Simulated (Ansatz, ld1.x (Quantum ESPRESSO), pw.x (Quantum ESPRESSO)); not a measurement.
# Nb: does the TM potential hold in the solid?

| Quantity | Value |
| --- | --- |
| Element | Nb |
| Generator | ld1.x (Quantum ESPRESSO) 7.5 |
| Type | norm-conserving Troullier–Martins (Kleinman–Bylander form) |
| Functional | PBE |
| Relativity | scalar-relativistic |
| Frozen core | [Kr] |
| Valence charge | 5 |
| Reference configuration | 4d4 5s1 5p0 |
| Partial waves | 5p (bound, empty): rc 3.15 bohr; 4d (bound): rc 2.20 bohr; 5s (bound): rc 3.35 bohr |
| Local potential | the s channel |
| Core correction | none |

Atomic tests: cutoffs needed: 35 Ry and 40 Ry (the cutoffs (Ry, on a coarse ladder) from which the occupation-weighted sum of valence levels, in a spherical-Bessel basis at the reference potential, stays within 10 and 1 mRy of its value at 400 Ry); ghost test: no extra level below or beside the all-electron valence levels (p, d, s, f tested) (spherical-Bessel basis up to 400 Ry, 20 bohr box); configuration tests: 1 of 7 tests not solved or not reliable.

Crystal test: diamond Nb in pw.x 7.5, no spin, 8³ k-points, Fermi–Dirac smearing 0.01 Ry, cutoffs 50/200 Ry. The reference is all-electron LAPW (Ansatz 0.2.0) with the same functional, mesh and smearing; V0 and B0 come from Birch–Murnaghan fits to the pressures at five volumes. Errors are pseudo minus all-electron; Δ is the rms difference of the E(V) curves that follow from these fits, minima aligned, over ±6 % about the mean V0. Mesh and smearing are coarse, so the numbers serve the comparison and aren't converged zero-temperature values; the lattice is a test structure that the element need not adopt.

All-electron: a0 = 5.922 Å (V0 = 25.96 Å³/atom), B0 = 64.5 GPa.

Problem. How far does the potential miss the all-electron equation of state?

Solution. mean pressure error (GPa): +3.56. The pressure does not cross zero within the volumes sampled, so no fit is given. The largest radius (3.35 bohr) exceeds half the bond length (2.42 bohr), so the spheres overlap, which is one possible source of error among others. This is a poor potential for the solid. Atomic configuration tests: 1 of 7 tests not solved or not reliable.

```tsv
V (Å³/atom)	P all-electron (GPa)	P pseudo (GPa)
24.643	3.74	7.53
25.291	1.78	5.45
25.940	0.06	3.61
26.588	-1.47	1.98
27.237	-2.80	0.52
```

Problem. At the middle volume, how do free energy and pressure move when the wave cutoff is lowered (ecutrho kept at four times it)?

Solution.

```csv
cutoff (Ry),shift of F (meV/atom),shift of P (GPa)
22,+1270.2,-29.69
30,+112.5,-4.72
40,+1.1,-0.04
```

The run at the middle volume (29 k-points, 9 iterations) took about 8.3 s on one core of a shared host (Neoverse-V2, 32 threads, 124 GiB, load 19).
